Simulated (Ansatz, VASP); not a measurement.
One calculation of Mg, two programs

File INCAR:

```
SYSTEM = Mg
  ALGO = Normal
  EDIFF = 1E-8
  ENCUT = 520
  GGA = PS
  ISIF = 2
  ISMEAR = -1
  LASPH = .TRUE.
  LCHARG = .FALSE.
  LEFG = .TRUE.
  LREAL = .FALSE.
  LWAVE = .FALSE.
  NBANDS = 9
  NELM = 60
  PREC = Accurate
  SIGMA = 0.08
```

The input KPOINTS:

```
k-points
0
G
  12 12 7
  0 0 0
```

File POSCAR:

```
Mg
1.0
    3.1985381027      0.0000000000      0.0000000000
   -1.5992690513      2.7700152519      0.0000000000
    0.0000000000      0.0000000000      5.1929040170
Mg
2
Direct
    0.3333333333      0.6666666667      0.2500000000
    0.6666666667      0.3333333333      0.7500000000
```

Input for Ansatz:

```yaml
crystal:
  lattice:
    - [3.1985381027, 0.0, 0.0]
    - [-1.5992690513, 2.7700152519, 0.0]
    - [0.0, 0.0, 5.192904017]
  atoms:
    - { symbol: Mg, position: [0.3333333333, 0.6666666667, 0.25] }
    - { symbol: Mg, position: [0.6666666667, 0.3333333333, 0.75] }
kpoints:
  mp_grid: { grid: [12, 12, 7] }
scf:
  occupations: { method: fermi_dirac, width: 0.08 }
hamiltonian:
  xc: pbesol
  pseudopotentials: { kind: all_electron, datasets: crystal }
output:
  forces: true
  stress: true
  eigenvalues: true
  efg: { contact_densities: true }
```

Change from the starting cell: volume scaled by 0.99, crystal datasets.

Alike in both runs: task electric field gradients; functional PBEsol; k mesh 12 × 12 × 7; occupations fermi-dirac, width 0.08 eV; no spin polarisation.

|  | VASP | Ansatz |
| --- | --- | --- |
| version | VASP 6.6.1 | Ansatz 0.2.0 |
| potentials or method | VASP PAW PBE potentials, release 64 (Mg) | all-electron PAW with datasets made for the crystal, scalar-relativistic |
| plane-wave cutoff (eV) | 520 | see its input |

```tsv
	VASP	Ansatz	Ansatz less VASP
pressure (GPa)	-0.8	-0.8	+0.03
largest component of the traceless stress (GPa)	0.52	0.52	-0.002
Vzz of the field gradient on the site that differs most (V/Å²)	1.0	1.1	+0.14
```

Ansatz ran all-electron here, so the differences hold the error of VASP's frozen core and of both bases.

Caveats: the PAW data sets were made with another functional, which shifts forces and pressure a little (VASP).
